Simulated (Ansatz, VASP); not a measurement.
## One calculation of K, two programs

Contents of INCAR:

```
PREC = Accurate
ENCUT = 520
EDIFF = 1E-6
ISMEAR = 0
SIGMA = 0.05
LREAL = F
LASPH = T
NELM = 80
ALGO = Normal
ISIF = 2
LWAVE = F
LCHARG = F
GGA = PE
NBANDS = 10
```

Contents of KPOINTS:

```
Automatic mesh
0
Gamma
  6 6 6
```

POSCAR

```
K
1.0
    0.0000000000      3.3359840396      3.3359840396
    3.3359840396      0.0000000000      3.3359840396
    3.3359840396      3.3359840396      0.0000000000
K
1
Direct
    0.0000000000      0.0000000000      0.0000000000
```

Input for Ansatz:

```yaml
crystal:
  lattice:
    - [0.0, 3.3359840396, 3.3359840396]
    - [3.3359840396, 0.0, 3.3359840396]
    - [3.3359840396, 3.3359840396, 0.0]
  atoms:
    - { symbol: K, position: [0.0, 0.0, 0.0] }
basis:
  ecutwfc: 420
  ecutrho_ratio: 4
kpoints:
  mp_grid: { grid: [6, 6, 6] }
hamiltonian:
  xc: pbe
scf:
  occupations: { method: gaussian, width: 0.05 }
output:
  forces: true
  stress: true
  eigenvalues: true
```

Alike in both runs: task single point; functional PBE; k mesh 6 × 6 × 6; occupations gaussian, width 0.05 eV; no spin polarisation.

|  | VASP | Ansatz |
| --- | --- | --- |
| version | VASP 6.6.1 | Ansatz 0.2.0 |
| potentials or method | VASP PAW PBE potentials, release 64 (K_sv) | scalar-relativistic, plane waves, PAW |
| plane-wave cutoff (eV) | 520 | 420 |
| valence electrons in the cell | 9 | 9 |

|  | VASP | Ansatz | Ansatz less VASP |
| --- | --- | --- | --- |
| pressure (GPa) | 0.0 | 0.0 | +0.01 |

With one functional, cell and mesh, what is left measures potentials, basis and numerics.
